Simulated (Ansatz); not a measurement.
This script for a point defect in a supercell of Ta, space group Im-3m with Ansatz's Python interface holds a mistake.

`defect_ta.py`:
```python
"""Point defect (vacancy) in Ta."""

import ansatz as az
import numpy as np

lattice = az.Lattice.of(
    [-1.65128, 1.65128, 1.65128],
    [1.65128, -1.65128, 1.65128],
    [1.65128, 1.65128, -1.65128],
)
sites = [
    ("Ta", [0.0, 0.0, 0.0]),
]
structure = az.Crystal(lattice=lattice)
for symbol, position in sites:
    structure = structure.atom(symbol, position)
host = structure.supercell(3, 2, 2)
defective = host.vacancy("Ta", at=[0.0, 0.0, 0.0])

def prepare(structure):
    return (
        structure.calculation()
        .occupations(az.OccupationsMethod.FERMI_DIRAC, width=0.1)  # smearing steadies the SCF of a metal
        .kpoints(4.5, 4, 4)  # the mesh must be finer for metals
        .basis(35 * az.Ry)
        .functional("PBE")
        .band_table()  # levels at the mesh points
    )


perfect = prepare(host).run(threads=1).report
setup = prepare(defective).forces()
out = setup.run(threads=1)
r = out.report

n_host, n_defect = len(perfect["lattice"]["sites"]), len(r["lattice"]["sites"])
print(f"perfect cell: {n_host} atoms, F = {perfect['free_energy_ev']:.4f} eV")
print(f"defect cell:  {n_defect} atoms, F = {r['free_energy_ev']:.4f} eV")
print(f"vacancy formation energy {r['free_energy_ev'] - perfect['free_energy_ev'] * n_defect / n_host:.3f} eV")

for label, run in (("perfect", perfect), ("defect", r)):
    levels, filled = np.array(run["eigenvalues_ev"][0]), np.array(run["occupations"][0])
    top = int(np.argmin(np.abs(levels - run["fermi_energy_ev"])))
    window = slice(max(top - 3, 0), top + 4)
    print(label, "levels near E_F at the first k-point:", ", ".join(f"{e - run['fermi_energy_ev']:.2f} ({f:.2f})" for e, f in zip(levels[window], filled[window])))

for site in out.lattice.sites:
    print(f"{site.symbol:2s}", " ".join(f"{v:8.4f}" for v in site.position_ang))
```

```console
$ python defect_ta.py
Traceback (most recent call last):
  File "defect_ta.py", line 31, in <module>
    perfect = prepare(host).run(threads=1).report
              ~~~~~~~^^^^^^
  File "defect_ta.py", line 24, in prepare
    .kpoints(4.5, 4, 4)  # the mesh must be finer for metals
     ~~~~~~~^^^^^^^^^^^
  ...
ansatz.errors.InputError: .kpoints: mesh[0] is a whole number (an int, never a float), got 4.5
```
(Library frames cut from the traceback.)

What is wrong, and how is it mended?

The fault: a mesh division isn't a whole number. The correction:

```diff
--- before
+++ after
@@ -23,3 +23,3 @@
         .occupations(az.OccupationsMethod.FERMI_DIRAC, width=0.1)  # smearing steadies the SCF of a metal
-        .kpoints(4.5, 4, 4)  # the mesh must be finer for metals
+        .kpoints(2, 3, 3)  # the mesh must be finer for metals
         .basis(35 * az.Ry)
```

The mended script runs so:

```console
$ python defect_ta.py
perfect cell: 12 atoms, F = -119186.5261 eV
defect cell:  11 atoms, F = -109251.3070 eV
vacancy formation energy 3.009 eV
perfect levels near E_F at the first k-point: -0.03 (1.16), -0.03 (1.16), -0.03 (1.16), 0.03 (0.87), 0.03 (0.87), 0.76 (0.00), 0.76 (0.00)
defect levels near E_F at the first k-point: -1.14 (2.00), -0.96 (2.00), -0.37 (1.95), -0.00 (1.01), 0.00 (0.98), 0.01 (0.97), 0.06 (0.72)
Ta   1.6513   1.6513  -1.6513
Ta   1.6513  -1.6513   1.6513
Ta   3.3026   0.0000   0.0000
Ta  -1.6513   1.6513   1.6513
Ta   0.0000   3.3026   0.0000
Ta   0.0000   0.0000   3.3026
Ta   1.6513   1.6513   1.6513
Ta  -3.3026   3.3026   3.3026
Ta  -1.6513   4.9538   1.6513
Ta  -1.6513   1.6513   4.9538
Ta   0.0000   3.3026   3.3026
```

Absolute energies stand on the zero of these potentials, so only differences at equal settings mean something. A total without «per atom» is that of the cell as typed. The computed bands are complete only to about 2.7 eV above the Fermi level. For a metal this k-point mesh is coarse: on a finer one energies can move by several to tens of meV an atom and pressures by half a GPa or more, differences at one mesh by less. The atoms stand at ideal sites; relaxing them can change energy and levels by an eV or more. Errors of mesh and smearing per atom add up over the supercell, so the energy can be off by tenths of an eV. Each cell's levels count from its own Fermi level and aren't aligned; one k-point can hide that the defect cell is metallic. Gaps and levels are Kohn-Sham values on a finite set of k-points, without spin-orbit coupling. The supercell is small, so the defect meets its images and the energies aren't those of an isolated defect; a partly filled defect level may also lower its energy by spin or distortion. For a charged cell the difference holds no correction, alignment or term for the electrons' reservoir. Hardware and time: 44 s on 1 thread of Arm Neoverse N1 (shared host), peak memory 0.61 GiB.
